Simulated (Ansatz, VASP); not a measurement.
## WS2: VASP beside Ansatz

Wanted: the spread between two codes on one cell, functional and k mesh. The cell is taken from a series of runs on this material, whose earlier steps may have relaxed, scaled, displaced or heated it; both programs get it as it stands.

Main program and level: Ansatz 0.2.0; plane waves, with VASP 6.6.1 beside it; single point at PBE.

### 1. The starting structure

The cell holds 3 atoms: 2 S and 1 W. Cell: a = 3.160 Å, b = 3.160 Å, c = 29.500 Å, α = 90.0°, β = 90.0°, γ = 120.0°. It derives from WS2. Vacuum lies along c.

As a file:

```
S W
1.0
     3.15969    0.00000    0.00000
    -1.57985    2.73637    0.00000
     0.00000    0.00000   29.50000
S W
2 1
Direct
  0.66667 0.33333 0.44657
  0.66667 0.33333 0.55343
  0.33333 0.66667 0.50000
```

### 2. VASP: single point, PBE, pair 1

With cell and atoms fixed, the geometry can't cause a difference; cores, projectors, grids and the points listed under the comparison can.

Lines of VASP's logs that name or quote its potential files are left out, and so is its time.

File INCAR:

```
SYSTEM = WS2
PREC = Accurate
ENCUT = 520
EDIFF = 1E-06
NELM = 120
ISMEAR = -1
SIGMA = 0.02
LREAL = .FALSE.
ALGO = Normal
GGA = PE
NBANDS = 15
LASPH = .TRUE.
LORBIT = 11
LWAVE = .FALSE.
LCHARG = .FALSE.
ISIF = 2
LDIPOL = .TRUE.
IDIPOL = 3
DIPOL = 0.5 0.5 0.5
LVHAR = .TRUE.
GGA_COMPAT = .FALSE.
EFERMI = MIDGAP
NELMDL = -8
KPAR = 2
```

File POSCAR:

```
WS2
1.0
    3.1596916238      0.0000000000      0.0000000000
   -1.5798458119      2.7363732143      0.0000000000
    0.0000000000      0.0000000000     29.5000000000
S W
2 1
Direct
    0.6666666666      0.3333333334      0.4465721937
    0.6666666666      0.3333333334      0.5534278063
    0.3333333333      0.6666666667      0.5000000000
```

File KPOINTS:

```
Automatic mesh
0
Gamma
9 9 1
0 0 0
```

Potentials, in the order of the species: S and W (PBE family, release 64).

On the command line:

```console
> mpirun -np 2 vasp_std
```

Numbers of over 12 decimals in the logs are rounded to 6 here.

Output:

```text
[banner, memory and clock lines left out]
running    2 mpi-ranks, on    1 nodes
 distrk:  each k-point on    1 cores,    2 groups
 distr:  one band on    1 cores,    1 groups

 POSCAR found type information on POSCAR S W
 POSCAR found :  2 types and       3 ions
 LDA part: xc-table for (Slater+PW92), standard interpolation
 POSCAR, INCAR and KPOINTS ok, starting setup
 FFT: planning ... GRIDC
 FFT: planning ... GRID_SOFT
 FFT: planning ... GRID
 WAVECAR not read
 entering main loop
       N       E                     dE             d eps       ncg     rms          rms(c)
DAV:   1     0.142000977096E+03    0.14200E+03   -0.58841E+03   360   0.857E+02
DAV:   2    -0.603342318631E+01   -0.14803E+03   -0.13627E+03   607   0.160E+02
DAV:   3    -0.247664635190E+02   -0.18733E+02   -0.18587E+02   514   0.736E+01
DAV:   4    -0.251563945841E+02   -0.38993E+00   -0.38825E+00   488   0.132E+01
DAV:   5    -0.251655300571E+02   -0.91355E-02   -0.91335E-02   488   0.194E+00
DAV:   6    -0.251658459427E+02   -0.31589E-03   -0.31588E-03   508   0.361E-01
DAV:   7    -0.251658604252E+02   -0.14482E-04   -0.14482E-04   554   0.720E-02
DAV:   8    -0.251658609649E+02   -0.53973E-06   -0.53964E-06   476   0.131E-02    0.279E+01
DAV:   9    -0.239402079873E+02    0.12257E+01   -0.34106E+00   540   0.134E+01    0.121E+01
DAV:  10    -0.238029868412E+02    0.13722E+00   -0.11348E+00   465   0.857E+00    0.604E+00
DAV:  11    -0.237223703857E+02    0.80616E-01   -0.16554E-01   451   0.354E+00    0.979E-01
DAV:  12    -0.237212211509E+02    0.11492E-02   -0.30287E-02   514   0.119E+00    0.544E-01
DAV:  13    -0.237189883777E+02    0.22328E-02   -0.80616E-03   507   0.643E-01    0.196E-01
DAV:  14    -0.237188705045E+02    0.11787E-03   -0.67208E-04   465   0.209E-01    0.512E-02
[...]
DAV:  19    -0.237189929474E+02   -0.60021E-04   -0.37572E-06   444   0.994E-03    0.119E-02
DAV:  20    -0.237190139404E+02   -0.20993E-04   -0.56107E-07   398   0.518E-03    0.197E-03
DAV:  21    -0.237190338519E+02   -0.19911E-04   -0.81474E-07   352   0.286E-03    0.102E-03
DAV:  22    -0.237190436145E+02   -0.97626E-05   -0.54725E-07   400   0.201E-03    0.834E-04
DAV:  23    -0.237190519698E+02   -0.83553E-05   -0.28717E-07   377   0.143E-03    0.395E-04
DAV:  24    -0.237190544385E+02   -0.24688E-05   -0.62700E-08   390   0.638E-04    0.382E-04
DAV:  25    -0.237190564708E+02   -0.20323E-05   -0.47746E-08   355   0.536E-04    0.207E-04
DAV:  26    -0.237190570200E+02   -0.54916E-06   -0.93030E-09   383   0.300E-04
   1 F= -.23719057E+02 E0= -.23719057E+02  d E =-.820549E-22
```

Parts of OUTCAR (step 2):

```text
ion  position               nearest neighbor table
   1  0.667  0.333  0.447-   3 2.41   3 2.41   3 2.41
   2  0.667  0.333  0.553-   3 2.41   3 2.41   3 2.41
   3  0.333  0.667  0.500-   1 2.41   2 2.41   1 2.41   2 2.41   1 2.41   2 2.41

  LATTYP: Found a hexagonal cell.
 ALAT       =     3.1596916238
 C/A-ratio  =     9.3363541485

 Subroutine GETGRP returns: Found 12 space group operations
 (whereof 12 operations were pure point group operations)

The static configuration has the point symmetry D_3h.

 Found     12 irreducible k-points:

   k-points           NKPTS =     12   k-points in BZ     NKDIM =     12   number of bands    NBANDS=     15

   dimension x,y,z NGX =    24 NGY =   24 NGZ =  224
   dimension x,y,z NGXF=    48 NGYF=   48 NGZF=  448

   ENCUT  =  520.0 eV  38.22 Ry    6.18 a.u.   5.87  5.87 54.85*2*pi/ulx,y,z

   NELECT =      18.0000    total number of electrons

 k-points in reciprocal lattice and weights: Automatic mesh
   0.00000000  0.00000000  0.00000000       0.012
   0.11111111  0.00000000  0.00000000       0.074
   0.22222222  0.00000000  0.00000000       0.074
   0.33333333  0.00000000  0.00000000       0.074
   0.44444444  0.00000000  0.00000000       0.074
   0.11111111  0.11111111  0.00000000       0.074
   0.22222222  0.11111111  0.00000000       0.148
   0.33333333  0.11111111  0.00000000       0.148
   0.44444444  0.11111111  0.00000000       0.074
   0.22222222  0.22222222  0.00000000       0.074
   0.33333333  0.22222222  0.00000000       0.148
   0.33333333  0.33333333  0.00000000       0.025

 dipolmoment           0.000000      0.000000     -0.000000 electrons x Angstroem

 average (electrostatic) potential at core
       1 -94.7506       2 -94.7506       3 -48.9901

 E-fermi :  -2.3246

 k-point     1 :       0.0000    0.0000    0.0000
  band No.  band energies     occupation
    ...
      5      -6.0890      2.00000
      6      -5.4697      2.00000
      7      -4.8397      2.00000
      8      -4.8397      2.00000
      9      -3.4320      2.00000
     10      -0.3407      0.00000
     11      -0.3407      0.00000
     12      -0.2133      0.00000
     13      -0.2133      0.00000
     14       1.7530      0.00000
    ...

 k-point     2 :       0.1111    0.0000    0.0000
  band No.  band energies     occupation
    ...
      5      -6.0363      2.00000
      6      -5.8872      2.00000
      7      -5.1511      2.00000
      8      -4.6523      2.00000
      9      -3.5316      2.00000
     10      -0.6729      0.00000
     11      -0.4776      0.00000
     12      -0.3876      0.00000
     13       0.0185      0.00000
     14       2.1556      0.00000
    ...

 k-point     3 :       0.2222    0.0000    0.0000
  band No.  band energies     occupation
    ...
      5      -6.9393      2.00000
      6      -5.7752      2.00000
      7      -5.3734      2.00000
      8      -4.8771      2.00000
      9      -4.0275      2.00000
     10      -1.0333      0.00000
     11      -0.6717      0.00000
     12      -0.2294      0.00000
     13       0.7017      0.00000
     14       2.8567      0.00000
    ...

  Total        0.7200601      0.7200601      0.0964760      0.0000000      0.0000000      0.0000000
  in kB        4.5231116      4.5231116      0.6060214      0.0000000      0.0000000      0.0000000
  external PRESSURE =       3.2174149 kB  Pullay stress =       0.0000000 kB

  energy-cutoff  :      520.00
  volume of cell :      255.06
      direct lattice vectors                 reciprocal lattice vectors
     3.159691624  0.000000000  0.000000000     0.316486581  0.182723613  0.000000000
    -1.579845812  2.736373214  0.000000000     0.000000000  0.365447226  0.000000000
     0.000000000  0.000000000 29.500000000     0.000000000  0.000000000  0.033898305

 POSITION                                       TOTAL-FORCE (eV/Angst)
 -----------------------------------------------------------------------------------
      1.57985      0.91212     13.17388        -0.000000      0.000000     -0.039192
      1.57985      0.91212     16.32612         0.000000      0.000000      0.039192
     -0.00000      1.82425     14.75000        -0.000000     -0.000000      0.000000
 -----------------------------------------------------------------------------------
    total drift:                                0.000000     -0.000000     -0.000000

  FREE ENERGIE OF THE ION-ELECTRON SYSTEM (eV)
  ---------------------------------------------------
  free  energy   TOTEN  =       -23.7190570200 eV

  energy  without entropy=      -23.7190570200  energy(sigma->0) =      -23.71905702

 vacuum level on the upper side and lower side of the slab         2.383         2.383

 total charge
# of ion       s       p       d       tot
------------------------------------------
    1        1.359   2.362   0.000   3.721
    2        1.359   2.362   0.000   3.721
    3        0.565   0.714   4.247   5.527
--------------------------------------------------
tot          3.283   5.438   4.247  12.968

[... 3 further parts left out ...]
```

### 3. Ansatz: single point, PBE, pair 1

Ansatz runs on its PAW soft_1 files.

The same cell, functional, mesh and smearing now go to Ansatz, which takes its cutoff from its data sets.

File input.yaml:

```yaml
crystal:
  lattice:
    - [3.1596916238, 0.0, 0.0]
    - [-1.5798458119, 2.7363732143, 0.0]
    - [0.0, 0.0, 29.5]
  atoms:
    - { symbol: S, position: [0.6666666667, 0.3333333333, 0.4465721937] }
    - { symbol: W, position: [0.3333333333, 0.6666666667, 0.5] }
    - { symbol: S, position: [0.6666666667, 0.3333333333, 0.5534278063] }
  periodic: [true, true, false]
kpoints:
  mp_grid: { grid: [9, 9, 1] }
  band_path:
    path:
      - [0, 0, 0]
      - [0.5, 0, 0]
      - [0.3333333333333, 0.3333333333333, 0]
      - [0, 0, 0]
    npoints: 10
hamiltonian:
  xc: pbe
  pseudopotentials: { kind: paw, azcp: { folder: soft_1 } }
scf:
  occupations: { method: fermi_dirac, width: 0.02 }
  n_extra_bands: 5
output:
  eigenvalues: true
  write_density: true
  write_potential: true
  elf: true
  volumetric_format: npy
```

On the command line:

```console
> ansatz run input.yaml --threads 2 --pin off --max-ram 73728MiB --backend cuda --events-out ev --progress --plain --runs-dir out --devices 1 --max-vram 13GiB
```

Output:

```text
scf.n_extra_bands = 5 over 13 filled bands (N_el = 26.0): the run solves 18 bands
GPUs: using 1 of 1 available (devices: 1).
Engine: ansatz 0.2.0, x86_64-unknown-linux-gnu
Pseudopotentials: kind: paw
Pseudopotential: S, paw, valence charge 6, recommended cutoff 420 eV (normal), soft_1/S.paw.azcp
Pseudopotential: W, paw, valence charge 14, recommended cutoff 420 eV (normal), soft_1/W.paw.azcp
Functional definition: PBE
  parameter kappa = 0.804
  parameter beta = 0.066725
  exchange = pbe_x(kappa = kappa, mu = beta*pi^2/3)
  correlation = pbe_c(beta = beta)
device memory: the entry about to start is reckoned to put 1.6 GiB on a device that reports 71.2 GiB free (of which the cap on the GPU budget leaves the run 13.0 GiB)
GPU FFT provider: cuFFT
GPU libraries: cuBLAS 13.8.2, cuFFT 12.4.0, cuSOLVER 12.3.4
Crystal: 3 atoms, lattice volume = 255.060 Å³
Basis set: ecut = 420 eV, 4935 PW (Γ)
Bands: 18, of which v1, the nominal top of the filled ones, is band 13 counted from 1 (12 counted from 0)
Symmetry: 12 space group operations
Space group: P-6m2 (ITA 187), of the structure as read, at distance tolerance 6.3e-5 Å
k-points: 12 of 81 (time reversal used)
Non-local potential: S, projectors of the file, l = 0: 2, l = 1: 2, l = 2: 1
Non-local potential: W, projectors of the file, l = 0: 3, l = 1: 2, l = 2: 2, l = 3: 1
PAW form: soft (Blöchl's): semilocal exchange-correlation on the pseudo side does not see the compensation charge
PAW one-centre angular grid: S, 110 points (default); XC on 64 Gauss nodes
PAW one-centre angular grid: W, 590 points (default); XC on 64 Gauss nodes
Initial density: superposition of atomic densities (neutral atoms: chi_scale 0, normalization atom)
Initial wavefunctions: pseudopotential atomic-orbital guess
GPU buffer pool allocated for 115200 grid points (all kernels)
GPU transforms: local potential and band sums: pruned to the plane-wave sphere, on 24×24×200
Functional: x = pbe(κ = 0.804, μ = 0.219515), c = pbe(β = 0.066725)
SCF iter   1: F=—  HF=-12192.943647 eV  |F-HF|=—  |Δ(HF+E_count)|=         —  Δρ=2.16e-2  dr2=1.36e0  ethr=3.10e-3  ⟨swp⟩=19.8  Hψ=2609  notcnv=0
preconditioner: auto → none  [insulator: Δε(μ)=1.923 eV  Ē_g=9.702 eV  σ=0.020 eV  W_gap=1.00  n_scr=16 (ndim 8)  ℏωp=9.9 eV  f_vac=0.756  D(μ)=0.00/eV (n_scr^D=0)  ε∞_Penn≈2.0]
SCF iter   2: F=—  HF=-12192.563585 eV  |F-HF|=—  |Δ(HF+E_count)|=   3.80e-1  Δρ=9.20e-3  dr2=2.28e-1  ethr=3.10e-3  ⟨swp⟩=4.5  Hψ=653  notcnv=0  defer=12
SCF iter   3: F=—  HF=-12192.589959 eV  |F-HF|=—  |Δ(HF+E_count)|=   2.64e-2  Δρ=7.48e-3  dr2=4.08e-1  ethr=8.76e-4  ⟨swp⟩=4.3  Hψ=519  notcnv=0  defer=12
SCF iter   4: F=—  HF=-12192.526316 eV  |F-HF|=—  |Δ(HF+E_count)|=   6.36e-2  Δρ=3.42e-3  dr2=2.04e-2  ethr=8.76e-4  ⟨swp⟩=3.5  Hψ=446  notcnv=0  defer=12
SCF iter   5: F=—  HF=-12192.526101 eV  |F-HF|=—  |Δ(HF+E_count)|=   2.16e-4  Δρ=6.35e-4  dr2=1.94e-3  ethr=7.86e-5  ⟨swp⟩=3.5  Hψ=455  notcnv=0  defer=12
SCF iter   6: F=—  HF=-12192.525891 eV  |F-HF|=—  |Δ(HF+E_count)|=   2.09e-4  Δρ=2.47e-4  dr2=1.10e-4  ethr=7.45e-6  ⟨swp⟩=2.8  Hψ=395  notcnv=0  defer=12
SCF iter   7: F=—  HF=-12192.525845 eV  |F-HF|=—  |Δ(HF+E_count)|=   4.61e-5  Δρ=7.07e-5  dr2=3.07e-5  ethr=4.23e-7  ⟨swp⟩=3.8  Hψ=500  notcnv=0  defer=12
SCF iter   8: F=—  HF=-12192.525971 eV  |F-HF|=—  |Δ(HF+E_count)|=   1.25e-4  Δρ=2.18e-5  dr2=2.99e-6  ethr=1.18e-7  ⟨swp⟩=3.1  Hψ=372  notcnv=0  defer=12
SCF iter   9: F=-12192.525970 eV  HF=-12192.525970 eV  |F-HF|=7.61e-8  |Δ(HF+E_count)|=   5.26e-7  Δρ=4.85e-6  dr2=9.02e-8  ethr=3.85e-10  ⟨swp⟩=16.2  Hψ=1482  notcnv=0
SCF 1 converged in 9 iterations: F = -12192.525970 eV  dr2 = 9.02e-8
  greatest PAW one-centre occupation: 0.999 electrons in one spin orbital (limit 2), on the W atom at site 1 (counted from 0), in its partial waves of l = 0
device memory: the entry about to start is reckoned to put 1.6 GiB on a device that reports 65.4 GiB free (of which the cap on the GPU budget leaves the run 13.0 GiB)
NSCF: frozen V_eff on 31 k-points, pencils in batches of 32, up to order 80
WARN: The output density's exchange-correlation potential varies sharply where the density is thin. Do not read a vacuum level from v_tot or v_xc, or from such a field of the output density. On a cell that repeats whose density bears no net charge and no dipole along the vacuum's axis use v_es (v_loc + v_h of the components); under efield.dipole_correction with no amplitude use v_es + v_field, which holds any externa [...]
SCF converged after 9 iterations
Free energy (F): -12192.525970 eV
Harris-Foulkes:  -12192.525970 eV  (|F-HF|=7.61e-8)
Internal energy: -12192.525970 eV  (E = F + TS)
E sigma→0 (E₀):  -12192.525970 eV
Fermi energy:    -4.725506 eV
--- Per-component energies (eV) ---
  E_band       = -622.091715
  E_kinetic    = 634.159860
  E_local      = -43532.024067  (includes V_loc(G=0)·N_el)
  E_nonlocal   = 43.788459
  E_hartree    = 21405.270715
  E_xc         = -445.877981
  E_vxc        = -397.318762  (∫ρ·V_xc dr)
  E_paw        = -9794.686430  (= ΣΔE_a)
  E_vpaw       = -181.245435  (= ΣTr[D̂ρ^β])
  E_aug_tail   = 0.000155  (compensation charges beyond the density's cutoff)
  E_ewald      = 19496.843319
  E_smearing   = -0.000000  (= −TS)
  E_closure    = -0.000000  (closes the sum)
  Σ components = -12192.525970   (vs F -12192.525970, Δ=0.00e0)
--- Band table (eV; the first three rows and the last of 12) ---
  k-point 0: bands = [... 9 lower, -7.8798, -7.2534, -7.2534, -5.8176, -2.7463, -2.7463, -2.6148, -2.6148, ... 1 higher]
  k-point 1: bands = [... 9 lower, -8.2987, -7.5651, -7.0600, -5.9176, -3.0750, -2.8804, -2.7884, -2.3824, ... 1 higher]
  k-point 2: bands = [... 9 lower, -8.1894, -7.7856, -7.2773, -6.4191, -3.4318, -3.0670, -2.6310, -1.6886, ... 1 higher]
  k-point 11: bands = [... 9 lower, -9.5819, -8.9741, -8.1157, -5.6854, -3.7656, -2.3916, -1.6130, -0.0453, ... 1 higher]
```

The column dr2 measures how far the density is from self-consistency, as an energy; F and HF (Harris–Foulkes) agree once it is small.

### 4. Side by side

Known differences besides the potentials themselves: Ansatz cuts the interaction across the vacuum, VASP repeats the sheet with a dipole correction; the data sets hold 26 valence electrons in Ansatz (on its PAW soft_1 files) and 18 in VASP; the cutoff is 420 eV in Ansatz and 520 eV in VASP. Total energies have different zeros and are not compared.

The two programs side by side:

```csv
quantity,Ansatz,VASP,difference
gap on the k mesh (eV),1.920,1.912,+0.008
```

A gap on the mesh is an upper bound, since the band edges may lie between its points; neither run holds spin-orbit coupling, which can move the band edges of a compound of W. With vacuum in the cell, a pressure given here is an average over mostly empty space and none of the material.

### 5. VASP: single point, PBE, pair 2

A single point gives forces, pressure and levels at one fixed geometry, so differences don't come from the geometry; what else differs is listed under the comparison. This pair takes another cell of the material, with 6 atoms against 3 for the pair before.

INCAR, as its differences from that of step 2:

```diff
@@ -10,3 +10,3 @@
 GGA = PE
-NBANDS = 15
+NBANDS = 24
 LASPH = .TRUE.
```

File POSCAR:

```
WS2
1.0
    3.1571023011      0.0000000000      0.0000000000
   -1.5785511505      2.7341307951      0.0000000000
    0.0000000000      0.0000000000     41.7000000000
S W
4 2
Direct
    0.6666666666      0.3333333334      0.3892577191
    0.6666666666      0.3333333334      0.4648236041
    0.3333333333      0.6666666667      0.5351763959
    0.3333333333      0.6666666667      0.6107422809
    0.3333333333      0.6666666667      0.4270625379
    0.6666666666      0.3333333334      0.5729374621
```

KPOINTS is that of step 2.

On the command line:

```console
> mpirun -np 2 vasp_std
```

Output:

```text
[banner, memory and clock lines left out]
running    2 mpi-ranks, on    1 nodes
[...]
LDA part: xc-table for (Slater+PW92), standard interpolation
 POSCAR, INCAR and KPOINTS ok, starting setup
[...]
entering main loop
       N       E                     dE             d eps       ncg     rms          rms(c)
DAV:   1     0.291122538864E+03    0.29112E+03   -0.12528E+04   576   0.112E+03
DAV:   2    -0.950442557154E+01   -0.30063E+03   -0.28843E+03   904   0.225E+02
DAV:   3    -0.492459334696E+02   -0.39742E+02   -0.39498E+02   768   0.943E+01
DAV:   4    -0.501958178638E+02   -0.94988E+00   -0.94588E+00   792   0.177E+01
[...]
DAV:  21    -0.473684971737E+02   -0.17282E-03   -0.25653E-05   696   0.218E-02    0.463E-02
DAV:  22    -0.473685255877E+02   -0.28414E-04   -0.52817E-06   664   0.897E-03    0.557E-02
DAV:  23    -0.473685250123E+02    0.57540E-06   -0.73550E-07   424   0.436E-03
   1 F= -.47368525E+02 E0= -.47368525E+02  d E =-.310979E-16
```

Parts of OUTCAR (step 5):

```text
  Total        1.8030720      1.8030720      1.2229915      0.0000000      0.0000000      0.0000000
  in kB        8.0256395      8.0256395      5.4436477      0.0000000      0.0000000      0.0000000
  external PRESSURE =       7.1649756 kB  Pullay stress =       0.0000000 kB

 POSITION                                       TOTAL-FORCE (eV/Angst)
 -----------------------------------------------------------------------------------
      1.57855      0.91138     16.23205         0.000000     -0.000000     -0.054872
      1.57855      0.91138     19.38314        -0.000000      0.000000     -0.080717
     -0.00000      1.82275     22.31686         0.000000     -0.000000      0.080717
     -0.00000      1.82275     25.46795        -0.000000      0.000000      0.054872
     -0.00000      1.82275     17.80851        -0.000000     -0.000000     -0.087831
      1.57855      0.91138     23.89149        -0.000000      0.000000      0.087831
 -----------------------------------------------------------------------------------
    total drift:                                0.000001     -0.000000     -0.000000

  FREE ENERGIE OF THE ION-ELECTRON SYSTEM (eV)
  ---------------------------------------------------
  free  energy   TOTEN  =       -47.3685250123 eV

  energy  without entropy=      -47.3685250123  energy(sigma->0) =      -47.36852501

[... 3 further parts left out ...]
[key lines of the parts left out:]
E-fermi :  -1.1625
```

(Part 1 of 2 ends here.)

[Lines on the potential files, build, host, timing and source positions are cut from VASP's logs without a mark.]

[Logs are printed without paths, hosts, clocks, repeated set-up lines and the standing remarks that a program may print on its own settings, such as how far it seeks lower states.]

[Hosts, paths, dates, database ids (printed as entryN), source tags and the programs' standing remarks are cut or masked in the printed files.]
